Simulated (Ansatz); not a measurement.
**TiSe2: how well frozen cores do**

The same cell of TiSe2 is computed with LAPW, all electrons, frozen-core PAW and datasets made for this crystal, to set the results side by side.

A COD entry behind a cell of this session may itself be a prediction, so a difference from it is no test against experiment.

Computed with Ansatz 0.2.0 (DFT PBE, scalar-relativistic, unless a step's input says otherwise).

### Step 1. Starting point

It takes space group P-3m1 (No. 164, trigonal). The conventional cell has a = 3.536 Å, b = 3.536 Å, c = 6.004 Å, α = 90.00°, β = 90.00°, γ = 120.00°. Ti (site symmetry -3m) is surrounded by 6 Se at 2.55 Å. Se (site symmetry 3m) is surrounded by 3 Ti at 2.55 Å.

Structure file:

```xyz
3
Lattice="3.5360 0.0000 0.0000 -1.7680 3.0623 0.0000 0.0000 0.0000 6.0040" Properties=species:S:1:pos:R:3 pbc="T T T"
Ti    0.0000    0.0000    0.0000
Se    0.0000    2.0415    1.5322
Se    1.7680    1.0208    4.4718
```

Structure: COD 1548816, as refined from experiment and not relaxed.

Atoms are numbered in the order of the input: Ti1, Se2, Se3.

### Step 2. LAPW, all electrons

File input.yaml:

```yaml
crystal:
  lattice:
    - [3.5360018066, 0.0, 0.0]
    - [-1.7680009033, 3.0622673924, 0.0]
    - [0.0, 0.0, 6.004]
  atoms:
    - { symbol: Ti, position: [0.0, 0.0, 0.0] }
    - { symbol: Se, position: [0.3333333333, 0.6666666667, 0.2552] }
    - { symbol: Se, position: [0.6666666667, 0.3333333333, 0.7448] }
kpoints:
  mp_grid: { grid: [12, 12, 6] }
  band_path:
    path:
      - [0.0, 0.0, 0.0]
      - [0.5, 0.0, 0.0]
      - [0.3333333333, 0.3333333333, 0.0]
      - [0.0, 0.0, 0.0]
      - [0.0, 0.0, 0.5]
      - [0.5, 0.0, 0.5]
      - [0.3333333333, 0.3333333333, 0.5]
      - [0.0, 0.0, 0.5]
      - [0.5, 0.0, 0.5]
    npoints: 8
scf:
  occupations: { method: fermi_dirac, width: 0.03 }
hamiltonian:
  xc: pbe
  pseudopotentials: { kind: all_electron, lapw: { basis_error: 0.001 } }
output:
  forces: true
  stress: true
  eigenvalues: true
  populations: true
  dos: { projected: true, de: 0.2, e_range: [-14, 8] }
```

The program printed:

```text
Ti: projections on atomic orbitals take those of the free atom 1s2 2s2 2p6 3s2 3p6 3d2 4s2, of charge +0.00 (hamiltonian.pseudopotentials.projection_atoms)
Se: projections on atomic orbitals take those of the free atom 1s2 2s2 2p6 3s2 3p6 3d10 4s2 4p4, of charge +0.00 (hamiltonian.pseudopotentials.projection_atoms)
LAPW: plane waves up to 8.417 Å⁻¹, error target 1.0e-3 eV per atom; small_component_spin mean_spin; Ti in spheres of 1.283 Å, 12 of its electrons in bands, Dirac shells []; Se in spheres of 1.270 Å, 24 of its electrons in bands, Dirac shells []
Engine: ansatz 0.2.0
Pseudopotentials: kind: all_electron
Pseudopotential: Ti, LAPW, valence charge 12, Koelling and Harmon's equation, gaussian nucleus
Pseudopotential: Se, LAPW, valence charge 24, Koelling and Harmon's equation, gaussian nucleus
Functional definition: PBE
  parameter kappa = 0.804
  parameter beta = 0.06672455060314922
  exchange = pbe_x(kappa = kappa, mu = beta*pi^2/3)
  correlation = pbe_c(beta = beta)
Crystal: 3 atoms, lattice volume = 65.012 Å³
Basis set: ecut = 269.9049497063159 eV, 665 PW (Γ), exchange–correlation at level 2
Bands: 36, of which v1, the nominal top of the filled ones, is band 30 counted from 1 (29 counted from 0)
Symmetry: 12 space group operations
Space group: P-3m1 (ITA 164), of the structure as read, at distance tolerance 4.0e-5 Å
k-points: 100 of 864
Non-local potential: Ti, projectors of the file, none
Non-local potential: Se, projectors of the file, none
Initial density: superposition of atomic densities (chi_scale 0.1, normalization cell, long waves kept (reshape's long-wave potential 0.10 eV rms))
Initial wavefunctions: plane waves of lowest kinetic energy (no species holds an atomic orbital)
Functional: x = pbe(κ = 0.804, μ = 0.2195149727645171), c = pbe(β = 0.06672455060314922)
iter 1 solved again at ethr=1.68e-3 eV; its pass at ethr=1.00e-1 eV (dr2=1.01e0 eV) is discarded
SCF iter   1: F=—  HF=-155488.421653 eV  |F-HF|=—  |Δ(HF+E_count)|=         —  Δρ=3.38e-2  dr2=1.01e0  ethr=1.68e-3  ⟨swp⟩=2.0  Hψ=23457  notcnv=0
preconditioner: auto → LDOS  [metal: Δε(μ)=0.042 eV  Ē_g=8.341 eV  σ=0.030 eV  W_gap=0.34  n_scr=22 (ndim 8)  ℏωp=18.4 eV  f_vac=0.046  D(μ)=0.41/eV (n_scr^D=2)  β→1.0]
SCF iter   2: F=—  HF=-155488.972586 eV  |F-HF|=—  |Δ(HF+E_count)|=   5.51e-1  Δρ=4.93e-2  dr2=2.71e0  ethr=1.68e-3  ⟨swp⟩=3.1  Hψ=12692  notcnv=0  recentre
SCF iter   3: F=—  HF=-155488.053466 eV  |F-HF|=—  |Δ(HF+E_count)|=   9.19e-1  Δρ=1.34e-2  dr2=1.56e-1  ethr=1.68e-3  ⟨swp⟩=3.0  Hψ=12177  notcnv=0
iter 4 solved again at ethr=1.83e-5 eV; its pass at ethr=2.59e-4 eV (dr2=1.10e-2 eV) is discarded
SCF iter   4: F=—  HF=-155488.013687 eV  |F-HF|=—  |Δ(HF+E_count)|=   3.98e-2  Δρ=2.17e-3  dr2=1.10e-2  ethr=1.83e-5  ⟨swp⟩=2.0  Hψ=18916  notcnv=0
SCF iter   5: F=—  HF=-155488.010350 eV  |F-HF|=—  |Δ(HF+E_count)|=         —  Δρ=2.41e-4  dr2=1.56e-5  ethr=1.83e-5  ⟨swp⟩=2.6  Hψ=11200  notcnv=0
the basis was enlarged: its passes take 191.6 KiB over the memory plan, 1 of 1 planned eigensolver slots
SCF iter   6: F=—  HF=-155488.010375 eV  |F-HF|=—  |Δ(HF+E_count)|=   2.54e-5  Δρ=6.97e-5  dr2=3.45e-6  ethr=2.60e-8  ⟨swp⟩=3.0  Hψ=11732  notcnv=0
SCF iter   7: F=—  HF=-155488.010374 eV  |F-HF|=—  |Δ(HF+E_count)|=   1.07e-6  Δρ=1.15e-5  dr2=6.00e-8  ethr=5.75e-9  ⟨swp⟩=3.0  Hψ=11433  notcnv=0
SCF iter   8: F=-155488.010374 eV  HF=-155488.010374 eV  |F-HF|=4.86e-9  |Δ(HF+E_count)|=   1.60e-7  Δρ=5.68e-6  dr2=8.59e-9  ethr=1.00e-10  ⟨swp⟩=2.9  Hψ=11143  notcnv=0
SCF 1 converged in 8 iterations: F = -155488.010374 eV  dr2 = 8.59e-9
NSCF: frozen V_eff on 65 k-points
SCF converged after 8 iterations
Free energy (F): -155488.010374 eV
Harris-Foulkes:  -155488.010374 eV  (|F-HF|=4.86e-9)
Internal energy: -155488.008267 eV  (E = F + TS)
E sigma→0 (E₀):  -155488.009320 eV
Entropy (-TS):   -0.002107 eV (-0.702 meV/atom)
Fermi energy:    10.209579 eV
--- Per-component energies (eV) ---
  E_band       = -3330.161167
  E_kinetic    = 158847.788453
  E_xc         = -5939.962669
  E_electrostatic = -308395.834051  (all electrons and nuclei)
  E_smearing   = -0.002107  (= −TS)
  E_closure    = 0.000000  (closes the sum)
  E_atoms      = -155470.965065  (free atoms, spherical and without spin; not in F)
  Σ components = -155488.010374   (vs F -155488.010374, Δ=0.00e0)
  Basis errors (estimates in eV, not in F): energy 4.0e-4 per atom: plane waves 3.6e-4 (2.0e-4 summed), levels above the bands 1.4e-87, relativity 4.8e-8, radial functions 4.5e-5, core shells 7.9e-7; eigenvalues (radial functions only) 1.3e-6; not estimated: angular momenta, meshes, grids; target (lapw.basis_error) 1.0e-3; muffin-tin radii Ti 1.283 Å, Se 1.270 Å
--- Forces (eV/Å), atoms counted from 1 ---
  atom   1  Ti     0.00000000    -0.00000000     0.00000000
  atom   2  Se     0.00000000    -0.00000000     0.06327419
  atom   3  Se     0.00000000     0.00000000    -0.06327419
  max |Σ_I F_I| component: 1.31e-30 eV/Å
--- Stress (GPa, compression-positive) ---
        1.147669      -0.000000      -0.000000
       -0.000000       1.147669      -0.000000
       -0.000000      -0.000000       2.209961
  P = ⅓ Tr σ = 1.5018 GPa (15.018 kbar)
--- Band table (eV; the first three rows and the last of 100) ---
  k-point 0: bands = ["-197.3970", "-197.3970", "-136.8676", "-136.8676", "-136.8676", "-136.8676", "-136.8577", "-136.8577", "-47.3863", "-37.0879", "-37.0879", "-37.0877", "-37.0877", "-37.0796", "-37.0796", "-37.0790", "-37.0790", "-37.0747", "-37.0743", "-23.6182", "-23.6050", "-23.6050", "-3.7467", "-2.3171", "4.8628", "7.8958", "7.8958", "10.3941", "10.6652", "10.6652", "10.6854", "10.6854", "10.8573", "13.5251", "13.5251", "15.8668"]
  k-point 1: bands = ["-197.3970", "-197.3970", "-136.8676", "-136.8676", "-136.8676", "-136.8676", "-136.8577", "-136.8577", "-47.3863", "-37.0880", "-37.0880", "-37.0876", "-37.0876", "-37.0796", "-37.0796", "-37.0790", "-37.0790", "-37.0747", "-37.0743", "-23.6182", "-23.6050", "-23.6050", "-3.6806", "-2.4297", "5.1240", "7.9091", "7.9091", "9.6202", "10.6231", "10.6231", "10.6668", "10.6668", "11.1935", "13.6070", "13.6070", "15.9579"]
  k-point 2: bands = ["-197.3970", "-197.3970", "-136.8676", "-136.8676", "-136.8676", "-136.8676", "-136.8577", "-136.8577", "-47.3863", "-37.0881", "-37.0881", "-37.0875", "-37.0875", "-37.0795", "-37.0795", "-37.0791", "-37.0791", "-37.0746", "-37.0744", "-23.6183", "-23.6050", "-23.6050", "-3.5028", "-2.6962", "5.8156", "7.9367", "7.9367", "8.4446", "10.5172", "10.5172", "10.6562", "10.6562", "11.3827", "13.7686", "13.7686", "16.1884"]
  k-point 99: bands = ["-197.3970", "-197.3970", "-136.8676", "-136.8676", "-136.8676", "-136.8676", "-136.8577", "-136.8577", "-47.3785", "-37.0875", "-37.0870", "-37.0870", "-37.0861", "-37.0796", "-37.0796", "-37.0794", "-37.0791", "-37.0735", "-37.0735", "-23.6663", "-23.6663", "-23.5956", "-1.9877", "-1.9877", "5.9367", "5.9367", "6.4093", "7.0868", "8.1311", "8.1311", "11.3174", "11.4690", "11.4690", "13.6103", "13.6103", "17.2077"]
--- Löwdin populations: 3 sites ---
  site symbol       q [e]
     0     Ti     21.2798
     1     Se     34.2880
     2     Se     34.2880
  spilling = 0.001602 (of n_electrons = 90.000000)
```

Wall time 68 s (1 thread, shared host).

Result: pressure 1.50 GPa; no gap; largest force 0.063 eV/Å.

Levels at the path's labelled points, in eV from the Fermi level:

```
point  band 27  band 28  band 29  band 30  band 31  band 32  band 33
    Γ    -2.31     0.18     0.46     0.46     0.48     0.48     0.65
    M    -2.76    -2.70    -2.28    -1.38     0.09     1.35     1.74
    K    -3.95    -2.58    -2.58    -2.38     1.10     1.63     1.63
    Γ    -2.31     0.18     0.46     0.46     0.48     0.48     0.65
    A    -2.26    -2.26     0.26     0.26     0.44     0.44     1.22
    L    -2.71    -2.50    -1.21    -0.99    -0.16     1.35     1.71
    H    -3.80    -3.12    -2.08    -2.08     1.11     1.26     1.26
    A    -2.26    -2.26     0.26     0.26     0.44     0.44     1.22
    L    -2.71    -2.50    -1.21    -0.99    -0.16     1.35     1.71
```

States per cell, counted by energy window (eV from the Fermi level, on a grid of 0.20 eV):

```
from  to  total  Se 4p  Ti 3d
 -10  -9   0.00   0.00   0.00
  -9  -8   0.00   0.00   0.00
  -8  -7   0.00   0.00   0.00
  -7  -6   0.00   0.00   0.00
  -6  -5   0.07   0.05   0.01
  -5  -4   2.40   1.86   0.32
  -4  -3   1.82   1.37   0.30
  -3  -2   4.06   2.71   1.21
  -2  -1   2.65   2.06   0.48
  -1   0   0.92   0.68   0.21
   0   1   1.93   0.34   1.53
   1   2   4.14   0.74   3.31
   2   3   1.23   0.39   0.74
   3   4   2.78   1.08   1.51
   4   5   0.00   0.00   0.00
```

### Step 3. Frozen-core PAW

input.yaml: that of step 2 with these lines changed.

```diff
@@ -27,3 +27,3 @@
   xc: pbe
-  pseudopotentials: { kind: all_electron, lapw: { basis_error: 0.001 } }
+  pseudopotentials: { kind: paw }
 output:
@@ -32,3 +32,5 @@
   eigenvalues: true
+  efg: { contact_densities: true }
   populations: true
+  bader: true
   dos: { projected: true, de: 0.2, e_range: [-14, 8] }
```

The program printed, cut to the lines that bear on the results:

```text
[...]
Pseudopotentials: kind: paw
Pseudopotential: Ti, paw, valence charge 12, recommended cutoff 420 eV (normal)
Pseudopotential: Se, paw, valence charge 16, recommended cutoff 420 eV (normal)
[... 1 set-up line as earlier in the session ...]
[...]
Crystal: 3 atoms, lattice volume = 65.012 Å³
Basis set: ecut = 420 eV, 1287 PW (Γ), exchange–correlation on 48×48×90 points (8 copies of the dense FFT grid, shifted against one another)
Bands: 27, of which v1, the nominal top of the filled ones, is band 22 counted from 1 (21 counted from 0)
[... 2 set-up lines as earlier in the session ...]
k-points: 100 of 864
[...]
SCF iter   1: F=—  HF=-13441.172871 eV  |F-HF|=—  |Δ(HF+E_count)|=         —  Δρ=3.00e-3  dr2=1.28e-2  ethr=1.77e-3  ⟨swp⟩=5.9  Hψ=10281  notcnv=0
[...]
  atom   1  Ti V_zz =    -2.479225   η = 0.0000   by run symmetry: allowed
            electrostatic potential = -2526.681683 V   contact ρ = 56784.873004 e/Å³
  atom   2  Se V_zz =    -2.419037   η = 0.0000   by run symmetry: allowed
            electrostatic potential = -4711.320550 V   contact ρ = 262885.296660 e/Å³
  atom   3  Se V_zz =    -2.419037   η = 0.0000   by run symmetry: allowed
            electrostatic potential = -4711.320550 V   contact ρ = 262885.296660 e/Å³
--- Band table (eV; the first three rows and the last of 100) ---
[... band rows left out ...]
[...]
--- Löwdin populations: 3 sites ---
  site symbol       q [e]
     0     Ti     11.2830
     1     Se     16.2843
     2     Se     16.2843
  spilling = 0.003372 (of n_electrons = 44.000000)
--- Bader charges: 3 sites ---
  site symbol  charge [e]  shift [e]
     0     Ti      1.5828     0.0001
     1     Se     -0.7914     0.0001
     2     Se     -0.7914     0.0001
  estimated error of the sums over rays = 6.8e-4 e
```

Run time: 34 s. Hardware: 1 thread, shared host.

This run gives: pressure 1.50 GPa; no gap; largest force 0.063 eV/Å; Vzz Ti1 -2.48 (η = 0.00), Se2 -2.42 (η = 0.00) (10²¹ V/m²).

```
atom  Bader charge (e)  basin volume (Å³)
 Ti1             +1.58               9.90
 Se2             -0.79              27.56
```

### Step 4. Datasets made for this crystal

input.yaml: that of step 3 with these lines changed.

```diff
@@ -27,3 +27,3 @@
   xc: pbe
-  pseudopotentials: { kind: paw }
+  pseudopotentials: { kind: all_electron, datasets: crystal }
 output:
@@ -33,4 +33 @@
   efg: { contact_densities: true }
-  populations: true
-  bader: true
-  dos: { projected: true, de: 0.2, e_range: [-14, 8] }
```

The program printed, cut to the lines that bear on the results:

```text
[...]
[... 1 set-up line as earlier in the session ...]
Pseudopotential: Ti, paw, valence charge 12, recommended cutoff 220 eV (normal), Koelling and Harmon's equation, gaussian nucleus
Pseudopotential: Se, paw, valence charge 16, recommended cutoff 220 eV (normal), Koelling and Harmon's equation, gaussian nucleus
[... 1 set-up line as earlier in the session ...]
[...]
Crystal: 3 atoms, lattice volume = 65.012 Å³
Basis set: ecut = 220 eV, 501 PW (Γ), exchange–correlation on 40×40×72 points (8 copies of the dense FFT grid, shifted against one another)
Bands: 12, of which v1, the nominal top of the filled ones, is band 8 counted from 1 (7 counted from 0)
[... 2 set-up lines as earlier in the session ...]
k-points: 100 of 864
[...]
--- Stress (GPa, compression-positive) ---
        1.143941      -0.000000      -0.000000
        0.000000       1.143941      -0.000000
       -0.000000      -0.000000       2.206506
  P = ⅓ Tr σ = 1.4981 GPa (14.981 kbar)
  It holds what live shells' own plane waves past their cutoff add
--- PAW observables at the nuclei: V_zz in 10²¹ V/m², potentials from the cell's mean, atoms counted from 1 ---
  atom   1  Ti V_zz =    -2.437764   η = 0.0000   by run symmetry: allowed
            electrostatic potential = -2526.575644 V   contact ρ = 56832.317624 e/Å³
  atom   2  Se V_zz =    -2.451413   η = 0.0000   by run symmetry: allowed
            electrostatic potential = -4711.280032 V   contact ρ = 262955.746858 e/Å³
  atom   3  Se V_zz =    -2.451413   η = 0.0000   by run symmetry: allowed
            electrostatic potential = -4711.280032 V   contact ρ = 262955.746858 e/Å³
--- Band table (eV; the first three rows and the last of 100) ---
  k-point 0: bands = ["-3.7467", "-2.3171", "4.8628", "7.8958", "7.8958", "10.3940", "10.6652", "10.6652", "10.6854", "10.6854"]
[...]
```

Run time: 47 s. Hardware: 1 thread, shared host.

In short: pressure 1.50 GPa; no gap; largest force 0.063 eV/Å; Vzz Ti1 -2.44 (η = 0.00), Se2 -2.45 (η = 0.00) (10²¹ V/m²).

| atom | contact density (e/Å³) |
| --- | --- |
| Ti1 | 56832.32 |
| Se2 | 262955.7 |

### Step 5. Comparison

```
          method  pressure (GPa)  largest force (eV/Å)  Vzz Ti1 (10²¹ V/m²)  Vzz Se2 (10²¹ V/m²)  SCF cycles, all passes
            LAPW            1.50                 0.063                    –                    –                       8
             PAW            1.50                 0.063                -2.48                -2.42                       6
crystal datasets            1.50                 0.063                -2.44                -2.45                      13
```

### Step 6. Summary of results

| quantity | value |
| --- | --- |
| pressure | LAPW 1.50, PAW 1.50, crystal datasets 1.50 GPa |
| gap (LAPW) | none |
| largest force | LAPW 0.063, PAW 0.063, crystal datasets 0.063 eV/Å |
| Bader charges (PAW) | Ti1 +1.58, Se2 -0.79 e |

The pressure of 1.5 GPa pushes the cell to expand, with the atoms held in place. Bands cross the Fermi level: the crystal is a metal at this level. Ti 3d carries the largest share, 64 %, of the projected states within 0.3 eV of the Fermi level. The projection holds only the free atom's occupied shells (Ti 4s, Ti 3d, Se 4s, Se 4p in this range). The field gradient at Se2, the largest by crystal datasets, is -2.42 by PAW and -2.45 by crystal datasets (10²¹ V/m²), within 5 %. PAW lies less than 0.01 GPa from LAPW in pressure. The forces differ by at most 1 meV/Å in a component, on a largest force of 0.063 eV/Å. LAPW took about 2 times as long as PAW (68 s against 34 s, on a shared host and with the outputs that each input asks for).
